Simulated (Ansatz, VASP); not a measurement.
## BN (Qingsongite): VASP beside Ansatz

Wanted: the spread between two codes on one cell, functional and k mesh.

Method: plane waves, with VASP 6.6.1 beside it; relaxation of cell and atoms at r2SCAN, in Ansatz 0.2.0.

## (1) The starting structure

Symmetry: F-43m, No. 216, cubic system. Conventional cell: a = 3.615 Å, b = 3.615 Å, c = 3.615 Å, α = 90.00°, β = 90.00°, γ = 90.00°. B has 4 N at 1.57 Å nearest. Nearest to N lie 4 B at 1.57 Å. Farther neighbours and most contacts between anions are not listed.

As a file:

```cif
data_structure
_symmetry_space_group_name_H-M 'P 1'
_symmetry_Int_Tables_number 1
_cell_length_a 2.5562
_cell_length_b 2.5562
_cell_length_c 2.5562
_cell_angle_alpha 60.000
_cell_angle_beta 60.000
_cell_angle_gamma 60.000
_cell_volume 11.81
loop_
_atom_site_label
_atom_site_type_symbol
_atom_site_fract_x
_atom_site_fract_y
_atom_site_fract_z
_atom_site_occupancy
B1 B 0.00000 0.00000 0.00000 1
N2 N 0.25000 0.25000 0.25000 1
```

## (2) VASP: relaxation of cell and atoms, r2SCAN

The relaxed volume is the usual yardstick between codes: its relative difference is about their pressure difference at one cell divided by the bulk modulus.

Lines of VASP's logs that name or quote its potential files are left out, and so is its time.

File INCAR:

```
SYSTEM = BN
PREC = Accurate
ENCUT = 520
EDIFF = 1E-06
NELM = 100
ISMEAR = 0
SIGMA = 0.05
LREAL = .FALSE.
ALGO = Normal
METAGGA = R2SCAN
LASPH = .TRUE.
NBANDS = 10
LORBIT = 11
LWAVE = .FALSE.
LCHARG = .FALSE.
KPAR = 2
IBRION = 2
NSW = 60
ISIF = 3
EDIFFG = -0.01
```

File POSCAR:

```
BN
1.0
    0.0000000000      1.8075000000      1.8075000000
    1.8075000000      0.0000000000      1.8075000000
    1.8075000000      1.8075000000      0.0000000000
B N
1 1
Direct
    0.0000000000      0.0000000000      0.0000000000
    0.2500000000      0.2500000000      0.2500000000
```

File KPOINTS:

```
Automatic mesh
0
Gamma
11 11 11
0 0 0
```

PAW data sets: B and N (PBE family, release 64).

Command:

```sh
mpirun -np 2 vasp_std
```

Numbers of over 12 decimals in the logs are rounded to 6 here.

The log of the run:

```text
[banner, memory and clock lines left out]
running    2 mpi-ranks, on    1 nodes
 distrk:  each k-point on    1 cores,    2 groups
 distr:  one band on    1 cores,    1 groups

 POSCAR found type information on POSCAR B N
 POSCAR found :  2 types and       2 ions
|                                                                             |
|               ----> ADVICE to this user running VASP <----                  |
|                                                                             |
|     You enforced a specific xc type in the INCAR file but a different       |
|     [... a line on the potential file left out ...]
|     I HOPE YOU KNOW WHAT YOU ARE DOING!                                     |
|                                                                             |

 LDA part: xc-table for (None), standard interpolation
 POSCAR, INCAR and KPOINTS ok, starting setup
 FFT: planning ... GRIDC
 FFT: planning ... GRID_SOFT
 FFT: planning ... GRID
 WAVECAR not read
 entering main loop
       N       E                     dE             d eps       ncg     rms          rms(c)
DAV:   1     0.636481536326E+01    0.63648E+01   -0.53159E+03  1144   0.825E+02
DAV:   2    -0.219225124488E+02   -0.28287E+02   -0.27470E+02  1434   0.175E+02
DAV:   3    -0.224153647401E+02   -0.49285E+00   -0.49211E+00  1320   0.204E+01
DAV:   4    -0.224160371320E+02   -0.67239E-03   -0.67237E-03  1218   0.842E-01
DAV:   5    -0.224160378624E+02   -0.73043E-06   -0.73041E-06  1272   0.275E-02    0.661E+00
DAV:   6    -0.191761829462E+02    0.32399E+01   -0.19465E+00  1194   0.875E+00    0.357E+00
DAV:   7    -0.191725194280E+02    0.36635E-02   -0.26602E-01  1172   0.411E+00    0.184E+00
DAV:   8    -0.191722720390E+02    0.24739E-03   -0.44989E-02  1212   0.147E+00    0.167E-01
DAV:   9    -0.191717792908E+02    0.49275E-03   -0.60744E-03  1314   0.567E-01    0.958E-02
DAV:  10    -0.191717798314E+02   -0.54067E-06   -0.43018E-04  1216   0.174E-01    0.313E-02
DAV:  11    -0.191717808884E+02   -0.10570E-05   -0.42491E-05  1228   0.535E-02    0.831E-03
DAV:  12    -0.191717818061E+02   -0.91774E-06   -0.12067E-06   706   0.107E-02
   1 F= -.19171782E+02 E0= -.19171782E+02  d E =-.191718E+02
 curvature:   0.00 expect dE= 0.000E+00 dE for cont linesearch  0.000E+00
 trial: gam= 0.00000 g(F)=  0.111E-46 g(S)=  0.158E-03 ort = 0.000E+00 (trialstep = 0.100E+01)
 search vector abs. value=  0.158E-03
 bond charge predicted
       N       E                     dE             d eps       ncg     rms          rms(c)
DAV:   1    -0.191719174507E+02   -0.13656E-03   -0.52652E-03  1208   0.631E-01    0.944E-02
DAV:   2    -0.191717733904E+02    0.14406E-03   -0.72846E-04  1230   0.190E-01    0.279E-02
DAV:   3    -0.191717698082E+02    0.35822E-05   -0.31410E-05  1224   0.494E-02    0.107E-02
DAV:   4    -0.191717691232E+02    0.68498E-06   -0.14469E-06  1176   0.118E-02
   2 F= -.19171769E+02 E0= -.19171769E+02  d E =0.126829E-04
 trial-energy change:    0.000013  1 .order    0.000010   -0.000158    0.000177
 step:   0.4715(harm=  0.4715)  dis= 0.00000  next Energy=   -19.171819 (dE=-0.373E-04)
 bond charge predicted
       N       E                     dE             d eps       ncg     rms          rms(c)
DAV:   1    -0.191718608443E+02   -0.91036E-04   -0.15025E-03  1204   0.336E-01    0.505E-02
DAV:   2    -0.191718203181E+02    0.40526E-04   -0.20617E-04  1216   0.101E-01    0.152E-02
DAV:   3    -0.191718181729E+02    0.21452E-05   -0.88289E-06  1206   0.261E-02    0.570E-03
DAV:   4    -0.191718175297E+02    0.64315E-06   -0.39689E-07   602   0.614E-03
   3 F= -.19171818E+02 E0= -.19171818E+02  d E =-.357236E-04
 curvature:  -0.24 expect dE=-0.727E-07 dE for cont linesearch -0.727E-07
 trial: gam= 0.00000 g(F)=  0.159E-47 g(S)=  0.309E-06 ort =-0.699E-05 (trialstep = 0.894E+00)
 search vector abs. value=  0.309E-06
 reached required accuracy - stopping structural energy minimisation
```

Parts of OUTCAR (step 2):

```text
ion  position               nearest neighbor table
   1  0.000  0.000  0.000-   2 1.57   2 1.57   2 1.57   2 1.57
   2  0.250  0.250  0.250-   1 1.57   1 1.57   1 1.57   1 1.57

  LATTYP: Found a face centered cubic cell.
 ALAT       =     3.6150000000

 Subroutine GETGRP returns: Found 24 space group operations
 (whereof 24 operations were pure point group operations)

The static configuration has the point symmetry T_d .

 Found     56 irreducible k-points:

   k-points           NKPTS =     56   k-points in BZ     NKDIM =     56   number of bands    NBANDS=     10

   dimension x,y,z NGX =    20 NGY =   20 NGZ =   20
   dimension x,y,z NGXF=    40 NGYF=   40 NGZF=   40

   ENCUT  =  520.0 eV  38.22 Ry    6.18 a.u.   4.75  4.75  4.75*2*pi/ulx,y,z

   NELECT =       8.0000    total number of electrons

 k-points in reciprocal lattice and weights: Automatic mesh
   0.00000000  0.00000000  0.00000000       0.001
   0.09090909  0.00000000  0.00000000       0.006
   0.18181818  0.00000000  0.00000000       0.006
   0.27272727  0.00000000  0.00000000       0.006
   0.36363636  0.00000000  0.00000000       0.006
   0.45454545  0.00000000  0.00000000       0.006
   0.09090909  0.09090909  0.00000000       0.005
   0.18181818  0.09090909  0.00000000       0.018
   0.27272727  0.09090909  0.00000000       0.018
[...]
-0.36363636  0.45454545  0.18181818       0.018
  -0.27272727  0.45454545  0.18181818       0.018

 average (electrostatic) potential at core
       1 -25.9473       2 -63.2555

 E-fermi :   7.4696

 k-point     1 :       0.0000    0.0000    0.0000
  band No.  band energies     occupation
      1     -14.0477      2.00000
      2       7.2620      2.00000
      3       7.2620      2.00000
      4       7.2620      2.00000
      5      16.7962      0.00000
      6      16.7962      0.00000
      7      16.7962      0.00000
      8      18.3516      0.00000
      9      33.4260      0.00000
    ...

 k-point     2 :       0.0909    0.0000    0.0000
  band No.  band energies     occupation
      1     -13.8393      2.00000
      2       6.1441      2.00000
      3       7.0423      2.00000
      4       7.0423      2.00000
      5      17.0499      0.00000
      6      17.1351      0.00000
      7      17.1351      0.00000
      8      19.0495      0.00000
      9      33.1848      0.00000
    ...

 k-point     3 :       0.1818    0.0000    0.0000
  band No.  band energies     occupation
      1     -13.2243      2.00000
      2       3.6547      2.00000
      3       6.5242      2.00000
      4       6.5242      2.00000
      5      17.3860      0.00000
      6      17.8846      0.00000
      7      17.8846      0.00000
      8      20.6494      0.00000
      9      32.1346      0.00000
    ...

  Total        0.0020649      0.0020649      0.0020649      0.0000000     -0.0000000      0.0000000
  in kB        0.2805624      0.2805624      0.2805624      0.0000000     -0.0000000      0.0000000
  external PRESSURE =       0.2805624 kB  Pullay stress =       0.0000000 kB

  energy-cutoff  :      520.00
  volume of cell :       11.79
      direct lattice vectors                 reciprocal lattice vectors
    -0.000000000  1.806538633  1.806538633    -0.276772382  0.276772382  0.276772382
     1.806538633 -0.000000000  1.806538633     0.276772382 -0.276772382  0.276772382
     1.806538633  1.806538633  0.000000000     0.276772382  0.276772382 -0.276772382

 POSITION                                       TOTAL-FORCE (eV/Angst)
 -----------------------------------------------------------------------------------
      0.00000      0.00000      0.00000        -0.000000     -0.000000      0.000000
      0.90327      0.90327      0.90327         0.000000      0.000000     -0.000000
 -----------------------------------------------------------------------------------
    total drift:                                0.000000      0.000000      0.000000

  FREE ENERGIE OF THE ION-ELECTRON SYSTEM (eV)
  ---------------------------------------------------
  free  energy   TOTEN  =       -19.1718175297 eV

  energy  without entropy=      -19.1718175297  energy(sigma->0) =      -19.17181753

 reached required accuracy - stopping structural energy minimisation

 total charge
# of ion       s       p       d       tot
------------------------------------------
    1        0.681   1.340   0.000   2.021
    2        1.228   2.791   0.000   4.019
--------------------------------------------------
tot          1.909   4.130   0.000   6.040

[... 3 further parts left out ...]
```

CONTCAR:

```
BN
   1.00000000000000
    -0.0000000000000000    1.8065386332313691    1.8065386332313691
     1.8065386332313691   -0.0000000000000000    1.8065386332313691
     1.8065386332313691    1.8065386332313691    0.0000000000000000
  B               N
     1     1
Direct
     0.0000000000000000    0.0000000000000000    0.0000000000000000
     0.2500000000000000    0.2500000000000000    0.2500000000000000
```

The run keeps the 24 symmetry operations of its start, so it cannot find a distortion of lower symmetry.

## (3) Ansatz: relaxation of cell and atoms, r2SCAN

Ansatz runs on its default PAW (the set named soft_2) files.

The same cell, functional, mesh and smearing now go to Ansatz, which takes its cutoff from its data sets.

File input.yaml:

```yaml
crystal:
  lattice:
    - [0.0, 1.8075, 1.8075]
    - [1.8075, 0.0, 1.8075]
    - [1.8075, 1.8075, 0.0]
  atoms:
    - { symbol: B, position: [0.0, 0.0, 0.0] }
    - { symbol: "N", position: [0.25, 0.25, 0.25] }
hamiltonian:
  xc: r2scan
  pseudopotentials: { kind: paw }
kpoints:
  mp_grid: { grid: [11, 11, 11] }
scf:
  occupations: { method: gaussian, width: 0.05 }
relax:
  f_tol: 0.01
  max_steps: 60
  cell: { stress_tol: 0.05 }
output:
  forces: true
  stress: true
  write_density: true
  write_potential: true
  elf: true
  volumetric_format: npy
```

Command:

```sh
ansatz run input.yaml --threads 4 --pin off --max-ram 9216MiB --backend cpu --events-out ev --progress --plain --runs-dir out
```

The log of the run:

```text
Engine: ansatz 0.2.0, x86_64-unknown-linux-gnu
Pseudopotentials: kind: paw
Pseudopotential: B, paw, valence charge 3, recommended cutoff 500 eV (meta_gga), B.paw.azcp
Pseudopotential: N, paw, valence charge 5, recommended cutoff 500 eV (meta_gga), N.paw.azcp
Functional definition: r2SCAN
  parameter k0 = 0.174
  parameter k1 = 0.065
  parameter a1 = 4.9479
  exchange = r2scan_x(k0 = k0, k1 = k1, a1 = a1)
  correlation = r2scan_c
Crystal: 2 atoms, lattice volume = 11.810 Å³
Basis set: ecut = 500 eV, 307 PW (Γ), exchange–correlation on 80×80×80 points (64 copies of the dense FFT grid, shifted against one another)
Bands: 8, of which v1, the nominal top of the filled ones, is band 4 counted from 1 (3 counted from 0)
Symmetry: 24 space group operations
Space group: F-43m (ITA 216), of the structure as read, at distance tolerance 2.3e-5 Å
k-points: 56 of 1331 (time reversal used)
Non-local potential: B, projectors of the file, l = 0: 2, l = 1: 2, l = 2: 1
Non-local potential: N, projectors of the file, l = 0: 2, l = 1: 2, l = 2: 1
PAW form: soft (Blöchl's): semilocal exchange-correlation on the pseudo side does not see the compensation charge
PAW frozen core: B, regenerated for the run's functional (the file was generated under x = pbe(κ = 0.804, μ = 0.219515), c = pbe(β = 0.066725))
PAW frozen core: N, regenerated for the run's functional (the file was generated under x = pbe(κ = 0.804, μ = 0.219515), c = pbe(β = 0.066725))
PAW one-centre angular grid: B, 302 points (default); XC on 160 Gauss nodes
PAW one-centre angular grid: N, 302 points (default); XC on 160 Gauss nodes
Initial density: superposition of atomic densities (neutral atoms: chi_scale 0, normalization atom), corrected by the library's trained network
Initial wavefunctions: pseudopotential atomic-orbital guess
Functional: x = r2scan, c = r2scan; τ floored in thin density (d = 2e-4 eV/Å³)
SCF iter   1: F=—  HF=-543.914581 eV  |F-HF|=—  |Δ(HF+E_count)|=         —  Δρ=1.17e-2  dr2=1.24e-2  dr2_τ=3.25e-1  ethr=1.77e-3  ⟨swp⟩=4.5  Hψ=2953  notcnv=0
preconditioner: auto → none  [insulator: Δε(μ)=5.051 eV  Ē_g=21.315 eV  σ=0.050 eV  W_gap=1.00  n_scr=0 (ndim 8)  ℏωp=30.6 eV  f_vac=0.000  D(μ)=0.00/eV (n_scr^D=0)  ε∞_Penn≈3.1]
SCF iter   2: F=—  HF=-544.006077 eV  |F-HF|=—  |Δ(HF+E_count)|=   9.15e-2  Δρ=6.52e-3  dr2=1.84e-3  dr2_τ=2.34e-4  ethr=1.55e-4  ⟨swp⟩=2.0  Hψ=1344  notcnv=0
SCF iter   3: F=—  HF=-544.006328 eV  |F-HF|=—  |Δ(HF+E_count)|=   2.51e-4  Δρ=1.64e-3  dr2=1.17e-4  dr2_τ=2.94e-5  ethr=2.30e-5  ⟨swp⟩=1.9  Hψ=564  notcnv=0
SCF iter   4: F=—  HF=-544.006343 eV  |F-HF|=—  |Δ(HF+E_count)|=   1.51e-5  Δρ=1.65e-4  dr2=1.71e-6  dr2_τ=1.81e-7  ethr=1.46e-6  ⟨swp⟩=2.0  Hψ=672  notcnv=0
SCF iter   5: F=—  HF=-544.006344 eV  |F-HF|=—  |Δ(HF+E_count)|=   1.15e-6  Δρ=6.38e-5  dr2=3.91e-7  dr2_τ=1.76e-8  ethr=2.14e-8  ⟨swp⟩=2.6  Hψ=674  notcnv=0
SCF iter   6: F=-544.006344 eV  HF=-544.006344 eV  |F-HF|=2.78e-9  |Δ(HF+E_count)|=   8.30e-9  Δρ=1.10e-5  dr2=1.05e-8  dr2_τ=2.53e-10  ethr=1.25e-9  ⟨swp⟩=7.9  Hψ=2187  notcnv=0
SCF 1 converged in 6 iterations: F = -544.006344 eV  dr2 = 1.05e-8
  greatest PAW one-centre occupation: 0.796 electrons in one spin orbital (limit 2), on the N atom at site 1 (counted from 0), in its partial waves of l = 0
relax step   1: F+E_penalty+E_count = -544.00634412 eV  Δ(F+E_penalty+E_count) = +0.000e0 eV  max|allowed force component| = 3.978e-16 eV/Å  Δτ_max = 0.0000 Å  P = -1.701 GPa  Ω = 11.810 Å³  (6 SCF iters, dr2 threshold 1.00e-7 eV, accepted)
[...]
relax step   2: F+E_penalty+E_count = -544.00658404 eV  Δ(F+E_penalty+E_count) = -2.399e-4 eV  max|allowed force component| = 2.168e-16 eV/Å  Δτ_max = 0.0000 Å  P = -0.708 GPa  Ω = 11.780 Å³  energy of the carried Pulay correction = +1.277e-5 eV  (4 SCF iters, dr2 threshold 2.00e-7 eV, accepted)
[...]
relax step   3: F+E_penalty+E_count = -544.00664044 eV  Δ(F+E_penalty+E_count) = -5.640e-5 eV  max|allowed force component| = 1.339e-16 eV/Å  Δτ_max = 0.0000 Å  P = +0.000 GPa  Ω = 11.759 Å³  energy of the carried Pulay correction = +2.185e-5 eV  (3 SCF iters, dr2 threshold 2.00e-7 eV, accepted)
[...]
relax step   4: F+E_penalty+E_count = -544.00661522 eV  Δ(F+E_penalty+E_count) = +2.522e-5 eV  max|allowed force component| = 2.097e-16 eV/Å  Δτ_max = 0.0000 Å  P = +0.003 GPa  Ω = 11.759 Å³  stress off target by 2.92e-3 GPa  SCF on the basis re-selected at this cell (its energy is not comparable with the rows above)  (5 SCF iters)
basis re-selected at this cell: Δ(F+E_penalty+E_count) = +2.522e-5 eV, ΔP = +0.003 GPa vs the last step (what re-selecting the basis moved, of the pressure what is left beyond the Pulay correction that the steps carried, after the strain that the cell walked since its last selection, with what the two solves' SCF thresholds leave and, on support functions, any second-order correction that the steps lacked; it is no m [...]
SCF converged after 5 iterations
Free energy (F): -544.006615 eV
Harris-Foulkes:  -544.006615 eV  (|F-HF|=1.14e-13)
Internal energy: -544.006615 eV  (E = F + TS)
E sigma→0 (E₀):  -544.006615 eV
Fermi energy:    13.635088 eV
--- Per-component energies (eV) ---
  E_band       = 22.323991
  E_kinetic    = 186.165798
  E_local      = -174.777575  (includes V_loc(G=0)·N_el)
  E_nonlocal   = 55.886367
  E_hartree    = 49.522703
  E_xc         = -92.366076
  E_vxc        = -127.840110  (∫ρ·V_xc dr)
  E_paw        = -209.481621  (= ΣΔE_a)
  E_vpaw       = -23.156419  (= ΣTr[D̂ρ^β])
  E_aug_tail   = 0.000018  (compensation charges beyond the density's cutoff)
  E_vtau       = 7.000506  (kinetic-family band-sum trace: ∫τ·v_τ [+ j·A + Jᵃ·Aᵃ] dr)
  E_ewald      = -358.908222
  E_core_change = -0.048007  (= ΣΔE_core)
  E_smearing   = -0.000000  (= −TS)
  E_closure    = 0.000000  (closes the sum)
  Σ components = -544.006615   (vs F -544.006615, Δ=0.00e0)
--- Forces (eV/Å), atoms counted from 1 ---
  atom   1  B      0.00000000    -0.00000000    -0.00000000
  atom   2  N     -0.00000000    -0.00000000    -0.00000000
  max |Σ_I F_I| component: 4.32e-16 eV/Å
--- Stress (GPa, compression-positive) ---
        0.002924       0.000000       0.000000
        0.000000       0.002924       0.000000
       -0.000000       0.000000       0.002924
  P = ⅓ Tr σ = 0.0029 GPa (0.029 kbar)
--- Band table (eV; the first three rows and the last of 56) ---
  k-point 0: bands = ["-10.2595", "11.0795", "11.0795", "11.0795", "20.6664", "20.6664", "20.6664", "22.1739"]
  k-point 1: bands = ["-10.0508", "9.9608", "10.8598", "10.8598", "20.9099", "21.0052", "21.0052", "22.8820"]
  k-point 2: bands = ["-9.4348", "7.4685", "10.3414", "10.3414", "21.2354", "21.7547", "21.7547", "24.4940"]
  k-point 55: bands = ["-4.3124", "2.9329", "3.5046", "5.1461", "21.1155", "25.1321", "26.5628", "27.5454"]
--- Relaxed structure (3 steps of the walk, 3 accepted, 1 SCFs on fresh bases) ---
  F+E_penalty+E_count = -544.00661522 eV   max|allowed force component| = 2.097e-16 eV/Å   (the final SCF, on the basis selected at the relaxed cell)
  cell:  # Å, volume = 11.7588 Å³
    - [0, 1.804863, 1.804863]
    - [1.804863, 0, 1.804863]
    - [1.804863, 1.804863, 0]
  atoms:
    - { symbol: B, position: [0, 0, 0] }
    - { symbol: N, position: [0.250000, 0.250000, 0.250000] }
```

Wall time 2.5 s (4 threads of Intel Xeon Platinum 8488C (Sapphire Rapids), shared host); peak memory 0.38 GiB.

## (4) Side by side

Known differences besides the potentials themselves: VASP keeps PBE cores, Ansatz makes them for the functional; both relaxations stop at a tolerance, which leaves soft axes loose, and VASP keeps its plane-wave basis; the cutoff is 500 eV in Ansatz and 520 eV in VASP; Ansatz adds a Pulay correction to the stress that steers its cell, VASP none. Total energies have different zeros and are not compared.

The two programs side by side:

```csv
quantity,Ansatz,VASP,difference
volume (Å³),11.76,11.79,-0.28 %
"edge a after relaxation, in the typed setting (Å)",2.553,2.555,-0.09 %
```

The walks stopped with 0.00 GPa left in Ansatz and 0.03 GPa in VASP; each walk ends within a tolerance, so the volume difference is uncertain by about these residues over the bulk modulus, most in soft cells.

## (5) Results

| Quantity | Value |
| --- | --- |
| difference in volume (relaxation of cell and atoms, r2SCAN) | -0.28 % |

What this shows: The difference in volume is -0.28 % (relaxation of cell and atoms, r2SCAN), within the 1.2 % picked in this series as the mark of a large difference, as far as the stopping tolerances let one tell. Such differences can come from data sets, numerical settings and the points named under the comparisons, not from the functional's error against experiment.

[Lines on the potential files, build, host, timing and source positions are cut from VASP's logs without a mark.]

[Logs are printed without paths, hosts, clocks, repeated set-up lines and the standing remarks that a program may print on its own settings, such as how far it seeks lower states.]

[Hosts, paths, dates, database ids (printed as entryN), source tags and the programs' standing remarks are cut or masked in the printed files.]
